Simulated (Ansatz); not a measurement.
The system is ZrC.

```
CELL_PARAMETERS angstrom
0.00000 2.36500 2.36500
2.36500 0.00000 2.36500
2.36500 2.36500 0.00000
ATOMIC_POSITIONS crystal
Zr 0.50000 0.50000 0.50000
C 0.00000 0.00000 0.00000
```

Base run:

```yaml
Program: Ansatz 0.2.0
Functional: PBEsol
Potentials_or_basis: all-electron PAW datasets made for the crystal
Cutoff: 280 eV (chosen from the basis error)
k_mesh: 10 × 10 × 10
Occupations: fermi-dirac, width 0.05 eV
Spin: no spin polarisation
```

Its results: pressure -8.4 GPa.

Question: The run is repeated on the same cell with these changes: potentials or basis from all-electron PAW datasets made for the crystal to all-electron LAPW, non-relativistic; cutoff from 280 eV (chosen from the basis error) to 255 eV (chosen from the basis error). What comes out?

Answer: Pressure -7.2 GPa.

Caveats: relativity is left out, which matters for the heavier elements (some runs).

The runs don't all hold the same shells in valence.
